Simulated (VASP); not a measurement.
# Na (Im-3m) in VASP: notebook

Runs on Na. Level: PBEsol. Tasks: relaxation of cell and atoms.

Everything below comes from runs of VASP 6.6.1. Logs are shortened: lines on timing, memory, paths and dates and some standing lists are left out, and cuts for length are marked.

### Step 1. Starting point

The structure is cubic, space group Im-3m (No. 229). The conventional cell has a = 4.235 Å, b = 4.235 Å, c = 4.235 Å, α = 90.00°, β = 90.00°, γ = 90.00°. Na (site symmetry m-3m) has 8 Na at 3.67 Å as nearest neighbours.

### Step 2. Relaxation of cell and atoms, PBEsol

Contents of INCAR:

```
SYSTEM = Na
  PREC = Accurate
  ENCUT = 300
  EDIFF = 1E-7
  ISMEAR = 0
  SIGMA = 0.1
  LREAL = .False.
  LASPH = .True.
  NELM = 100
  ALGO = Fast
  ISIF = 3
  LWAVE = .False.
  LCHARG = .False.
  GGA = PS
  IBRION = 2
  NSW = 90
  EDIFFG = -0.005
```

Contents of KPOINTS:

```
Automatic mesh
0
Gamma
  14 14 14
  0 0 0
```

Contents of POSCAR:

```
Na
1.0
   -2.1175000000      2.1175000000      2.1175000000
    2.1175000000     -2.1175000000      2.1175000000
    2.1175000000      2.1175000000     -2.1175000000
Na
1
Direct
    0.0000000000      0.0000000000      0.0000000000
```

Potentials or basis: VASP PAW PBE potentials, release 64 (Na_pv).

Command:

```
cat potpaw_PBE.64/Na_pv/POTCAR > POTCAR
mpirun -np 1 vasp_std > vasp.out
```

OUTCAR:

```text
SYSTEM = Na
   PREC = Accurate
   ENCUT = 300
   EDIFF = 1E-7
   ISMEAR = 0
   LREAL = .False.
   LASPH = .True.
   NELM = 100
   ISIF = 3
   GGA = PS
   IBRION = 2
   NSW = 90
   EDIFFG = -0.005

 ion  position               nearest neighbor table
   1  0.000  0.000  0.000-

  LATTYP: Found a body centered cubic cell.
 ALAT       =     4.2350000000

  Lattice vectors:

 A1 = (  -2.1175000000,   2.1175000000,   2.1175000000)
 A2 = (   2.1175000000,  -2.1175000000,   2.1175000000)
 A3 = (   2.1175000000,   2.1175000000,  -2.1175000000)

Analysis of symmetry for initial positions (statically):
=====================================================================
 Subroutine PRICEL returns:
 Original cell was already a primitive cell.

 Routine SETGRP: Setting up the symmetry group for a
 body centered cubic supercell.

 Subroutine GETGRP returns: Found 48 space group operations
 (whereof 48 operations were pure point group operations)
 out of a pool of 48 trial point group operations.

The static configuration has the point symmetry O_h .

Analysis of symmetry for dynamics (positions and initial velocities):
=====================================================================
 Subroutine PRICEL returns:
 Original cell was already a primitive cell.

 Routine SETGRP: Setting up the symmetry group for a
 body centered cubic supercell.

 Subroutine GETGRP returns: Found 48 space group operations
 (whereof 48 operations were pure point group operations)
 out of a pool of 48 trial point group operations.

The dynamic configuration has the point symmetry O_h .

 Subroutine INISYM returns: Found 48 space group operations
 (whereof 48 operations are pure point group operations),
 and found     1 'primitive' translations

----------------------------------------------------------------------------------------

                                     Primitive cell

  volume of cell :      37.9778

  direct lattice vectors                    reciprocal lattice vectors
    -2.117500000  2.117500000  2.117500000     0.000000000  0.236127509  0.236127509
     2.117500000 -2.117500000  2.117500000     0.236127509  0.000000000  0.236127509
     2.117500000  2.117500000 -2.117500000     0.236127509  0.236127509  0.000000000

  length of vectors
     3.667617585  3.667617585  3.667617585     0.333934725  0.333934725  0.333934725

  position of ions in fractional coordinates (direct lattice)
     0.000000000  0.000000000  0.000000000

  ion indices of the primitive-cell ions
   primitive index   ion index
                 1           1

----------------------------------------------------------------------------------------

 KPOINTS: Automatic mesh

Automatic generation of k-mesh.
 Grid dimensions read from file:
 generate k-points for:   14   14   14

 Generating k-lattice:

  Cartesian coordinates                     Fractional coordinates (reciprocal lattice)
     0.000000000  0.016866251  0.016866251     0.071428571  0.000000000  0.000000000
     0.016866251  0.000000000  0.016866251     0.000000000  0.071428571  0.000000000
     0.016866251  0.016866251  0.000000000     0.000000000  0.000000000  0.071428571

  Length of vectors
     0.023852480  0.023852480  0.023852480

  Shift w.r.t. Gamma in fractional coordinates (k-lattice)
     0.000000000  0.000000000  0.000000000

 Subroutine IBZKPT returns following result:
 ===========================================

 Found    104 irreducible k-points:

 Following reciprocal coordinates:
            Coordinates               Weight
  0.000000  0.000000  0.000000      1.000000
  0.071429  0.000000  0.000000     12.000000
  0.142857  0.000000  0.000000     12.000000
  0.214286  0.000000  0.000000     12.000000
  0.285714  0.000000  0.000000     12.000000
  0.357143  0.000000  0.000000     12.000000
[... 16 lines left out ...]
  0.285714  0.285714  0.000000     24.000000
  0.357143  0.285714  0.000000     24.000000
 [... further k-points ...]
   k-points           NKPTS =    104   k-points in BZ     NKDIM =    104   number of bands    NBANDS=      7
   number of dos      NEDOS =    301   number of ions     NIONS =      1
   total plane-waves  NPLWV =  13824
   dimension x,y,z NGX =    24 NGY =   24 NGZ =   24
   dimension x,y,z NGXF=    48 NGYF=   48 NGZF=   48
   ions per type =               1
   NGX,Y,Z   is equivalent  to a cutoff of  10.88, 10.88, 10.88 a.u.
   NGXF,Y,Z  is equivalent  to a cutoff of  21.76, 21.76, 21.76 a.u.
 SYSTEM =  Na
   PREC   = accura    normal or accurate (medium, high low for compatibility)
   ISTART =      0    job   : 0-new  1-cont  2-samecut
   ICHARG =      2    charge: 1-file 2-atom 10-const
   ISPIN  =      1    spin polarized calculation?
   LNONCOLLINEAR =      F non collinear calculations
   LSORBIT =      F    spin-orbit coupling
   LASPH  =      T    aspherical Exc in radial PAW
   ENCUT  =  300.0 eV  22.05 Ry    4.70 a.u.   5.18  5.18  5.18*2*pi/ulx,y,z
   NELM   =    100;   NELMIN=  2; NELMDL= -5     # of ELM steps
   EDIFF  = 0.1E-06   stopping-criterion for ELM
   LREAL  =      F    real-space projection
   EDIFFG = -.5E-02   stopping-criterion for IOM
   NSW    =     90    number of steps for IOM
   IBRION =      2    ionic relax: 0-MD 1-quasi-New 2-CG
   NFREE  =      1    steps in history (QN), initial steepest desc. (CG)
   ISIF   =      3    stress and relaxation
   ISYM   =      2    0-nonsym 1-usesym 2-fastsym
   POTIM  = 0.5000    time-step for ionic-motion
   TEBEG  =    0.0;   TEEND  =   0.0 temperature during run
   PSTRESS=    0.0 pullay stress
   NELECT =       7.0000    total number of electrons
   NUPDOWN=      -1.0000    fix difference up-down
   EMIN   =  10.00;   EMAX   =-10.00  energy-range for DOS
   EFERMI =   0.00;   METHOD = LEGACY
   ISMEAR =     0;   SIGMA  =   0.10  broadening in eV -4-tet -1-fermi 0-gaus
   EFERMI_NEDOS =   21; number of points for ismear=-14 and -15
   IALGO  =     68    algorithm
   IMIX   =      4    mixing-type and parameters
     AMIX     =   0.40;   BMIX     =  1.00
     AMIX_MAG =   1.60;   BMIX_MAG =  1.00
  volume/ion in A,a.u.               =      37.98       256.29
  Fermi-wavevector in a.u.,A,eV,Ry     =   0.931674  1.760609 11.810087  0.868017
  Thomas-Fermi vector in A             =   2.058192
   LORBIT       =      0    0 simple, 1 ext, 2 COOP (PROOUT), +10 PAW based schemes
   GGA     = PS    functional components
   LHFCALC =     F    Hartree Fock is set to
   AEXX    =    0.0000 exact exchange contribution
   IVDW    =     0    specifies the selected vdW correction
   LEPSILON=     F    determine dielectric tensor
   LRPA    =     F    only Hartree local field effects (RPA)
 conjugate gradient relaxation of ions
 non-spin polarized calculation
 RMM-DIIS sequential band-by-band and
 Gauss-broadening in eV      SIGMA  =   0.10
  energy-cutoff  :      300.00
  volume of cell :       37.98
 maximum number of plane-waves:       466
 NGX is ok and might be reduce to    24
   NGX = 11   NGY = 11   NGZ = 11

--------------------------------------- Ionic step        1  -------------------------------------------

 number of electron       6.9999972 magnetization

 Free energy of the ion-electron system (eV)
  ---------------------------------------------------
  ext. energy  EPLUGINS =         0.00000000
  ---------------------------------------------------
  free energy    TOTEN  =        -1.39626205 eV

  energy without entropy =       -1.39320347  energy(sigma->0) =       -1.39473276

------------------------ aborting loop because EDIFF is reached ----------------------------------------

  FORCE on cell =-STRESS in cart. coord.  units (eV):
  Direction    XX          YY          ZZ          XY          YZ          ZX
  --------------------------------------------------------------------------------------
  -------------------------------------------------------------------------------------
  Total       -0.0758318     -0.0758318     -0.0758318      0.0000000      0.0000000      0.0000000
  in kB       -3.1991298     -3.1991298     -3.1991298      0.0000000      0.0000000      0.0000000
  external PRESSURE =      -3.1991298 kB  Pullay stress =       0.0000000 kB
[... 55 lines left out ...]
  energy  without entropy=       -1.3940129406  energy(sigma->0) =       -1.39553694

--------------------------------------- Ionic step        3  -------------------------------------------

 number of electron       7.0000013 magnetization

 Free energy of the ion-electron system (eV)
  ---------------------------------------------------
  ext. energy  EPLUGINS =         0.00000000
  ---------------------------------------------------
  free energy    TOTEN  =        -1.39812920 eV

  energy without entropy =       -1.39511266  energy(sigma->0) =       -1.39662093

 E-fermi :   0.3381     XC(G=0):  -6.5534

 val. band max:        0.3111171097   @ k =  -0.3571   0.4286   0.1429
 cond. band min:       0.3923614376   @ k =   0.3571   0.0714   0.0714
 fundamental gap:      0.0812443279
 Fermi energy:         0.3381164704

 k-point     1 :       0.0000    0.0000    0.0000
  band No.  band energies     occupation
      1     -24.3935      2.00000
      2     -24.3935      2.00000
      3     -24.3935      2.00000
      4      -2.9564      2.00000
      5      12.2272      0.00000
      6      12.2272      0.00000
      7      12.2272      0.00000
[... 221 lines left out ...]
 k-point    24 :       0.3571    0.2857    0.0000
  band No.  band energies     occupation
      1     -24.4228      2.00000
      2     -24.4169      2.00000
      3     -24.3982      2.00000
      4       2.0849      0.00000
      5       2.5134      0.00000
      6       3.8222      0.00000
      7       8.4880      0.00000

 [... further k-points ...]

------------------------ aborting loop because EDIFF is reached ----------------------------------------

  FORCE on cell =-STRESS in cart. coord.  units (eV):
  Direction    XX          YY          ZZ          XY          YZ          ZX
  --------------------------------------------------------------------------------------
  -------------------------------------------------------------------------------------
  Total        0.0030741      0.0030741      0.0030741     -0.0000000     -0.0000000      0.0000000
  in kB        0.1355527      0.1355527      0.1355527     -0.0000000     -0.0000000      0.0000000
  external PRESSURE =       0.1355527 kB  Pullay stress =       0.0000000 kB
[... 16 lines left out ...]
  FREE ENERGIE OF THE ION-ELECTRON SYSTEM (eV)
  ---------------------------------------------------
  free  energy   TOTEN  =        -1.3981292020 eV

  energy  without entropy=       -1.3951126555  energy(sigma->0) =       -1.39662093

 reached required accuracy - stopping structural energy minimisation
```

It took 15 s on 1 thread of Intel Xeon Platinum 8375C at 2.90GHz (Ice Lake), shared host; peak memory 0.13 GiB.

Results:

- Free energy: -1.3981 eV
- Relaxed volume: 36.33 Å³/atom
- Relaxed cell: a = 3.614 Å, b = 3.614 Å, c = 3.614 Å, α = 109.47°, β = 109.47°, γ = 109.47°
- Space group after relaxing (to 0.05 Å): Im-3m (No. 229)
- Energy gained by relaxing: 1.9 meV/atom
- Ionic steps: 3
- Pressure after relaxing: 0.0 GPa
- Band gap on the k mesh: none (metal or under the smearing width)

The path:
| step | energy change (eV) | largest force (eV/Å) | pressure (GPa) | volume (Å³) |
| --- | --- | --- | --- | --- |
| 1 | 0.0000 | 0.0000 | -0.32 | 37.98 |
| 2 | -0.0008 | 0.0000 | -0.28 | 37.56 |
| 3 | -0.0019 | 0.0000 | 0.01 | 36.33 |

Final structure:
```cif
data_structure
_symmetry_space_group_name_H-M 'P 1'
_symmetry_Int_Tables_number 1
_cell_length_a 3.6139
_cell_length_b 3.6139
_cell_length_c 3.6139
_cell_angle_alpha 109.471
_cell_angle_beta 109.471
_cell_angle_gamma 109.471
_cell_volume 36.33
loop_
_atom_site_label
_atom_site_type_symbol
_atom_site_fract_x
_atom_site_fract_y
_atom_site_fract_z
_atom_site_occupancy
Na1 Na 0.00000 0.00000 0.00000 1
```

Levels at points of the mesh, in eV from the Fermi level:
```
           k point  band 1  band 2  band 3  band 4  band 5  band 6  band 7
(0.00, 0.00, 0.00)  -24.73  -24.73  -24.73   -3.29   11.89   11.89   11.89
(0.50, 0.00, 0.00)  -24.77  -24.74  -24.73    0.78    1.27    8.31    9.32
(0.50, 0.50, 0.50)  -24.76  -24.76  -24.76    4.57    4.57    4.98    4.98
```

Caveat: the cutoff is under 1.25 times the usual one of these potentials, so pressure, stress and relaxed cells hold a basis-set (Pulay) error; the PAW data sets were made with another functional, which shifts forces and pressure a little.

### Step 3. Relaxation of cell and atoms, PBEsol

Changes to INCAR since step 2:

```diff
@@ -2,3 +2,3 @@
   PREC = Accurate
-  ENCUT = 300
+  ENCUT = 600
   EDIFF = 1E-7
```

Contents of KPOINTS:

```
Automatic mesh
0
Gamma
  6 6 6
  0 0 0
```

POSCAR is that of step 2.

Potentials or basis: VASP PAW PBE potentials, release 64 (Na_pv).

Command:

```
cat potpaw_PBE.64/Na_pv/POTCAR > POTCAR
mpirun -np 1 vasp_std > vasp.out
```

Run time: 19 s. Hardware: 1 thread of Intel Xeon Platinum 8375C at 2.90GHz (Ice Lake), shared host; peak memory 0.16 GiB.

The run converged. Its results:

- Free energy: -1.3688 eV
- Relaxed volume: 36.66 Å³/atom
- Relaxed cell: a = 3.625 Å, b = 3.625 Å, c = 3.625 Å, α = 109.47°, β = 109.47°, γ = 109.47°
- Space group after relaxing (to 0.05 Å): Im-3m (No. 229)
- Energy gained by relaxing: 1.0 meV/atom
- Ionic steps: 6
- Pressure after relaxing: 0.0 GPa
- Band gap on the k mesh: none (metal or under the smearing width)

Step by step:
```tsv
step	energy change (eV)	largest force (eV/Å)	pressure (GPa)	volume (Å³)
1	0.0000	0.0000	-0.15	37.98
2	-0.0003	0.0000	-0.20	37.78
3	-0.0008	0.0000	-0.08	37.19
4	-0.0007	0.0000	0.16	36.02
5	-0.0010	0.0000	-0.02	36.80
6	-0.0010	0.0000	0.01	36.66
```

Final structure:
```
CELL_PARAMETERS angstrom
-2.09264 2.09264 2.09264
2.09264 -2.09264 2.09264
2.09264 2.09264 -2.09264
ATOMIC_POSITIONS crystal
Na 0.00000 0.00000 0.00000
```

Levels at points of the mesh, in eV from the Fermi level:
| k point | band 1 | band 2 | band 3 | band 4 | band 5 | band 6 | band 7 |
| --- | --- | --- | --- | --- | --- | --- | --- |
| (0.00, 0.00, 0.00) | -24.80 | -24.80 | -24.80 | -3.33 | 11.78 | 11.78 | 11.78 |
| (0.50, 0.00, 0.00) | -24.84 | -24.82 | -24.80 | 0.72 | 1.21 | 8.22 | 9.21 |
| (0.50, 0.50, 0.50) | -24.83 | -24.83 | -24.83 | 4.51 | 4.51 | 4.90 | 4.90 |

Caveat: the PAW data sets were made with another functional, which shifts forces and pressure a little.
